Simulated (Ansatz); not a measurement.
The reference is InN in the wurtzite structure (space group P6_3mc, No. 186; a = 3.547 Å, c = 5.723 Å). Axes: x lies along a and z along c of the hexagonal cell.

All numbers come from r2SCAN (Ansatz, a first-principles code), scalar-relativistic without spin-orbit coupling.

Modification: biaxial strain +0.34 %, plane normal [001], relaxed out of plane (Cartesian); in-plane vectors clamped, the third vector and the atoms free.

Task: How does this affect the in-plane stress?

Result: The mean in-plane stress (compression positive) is -0.9 GPa.

No phonon test of stability was made.
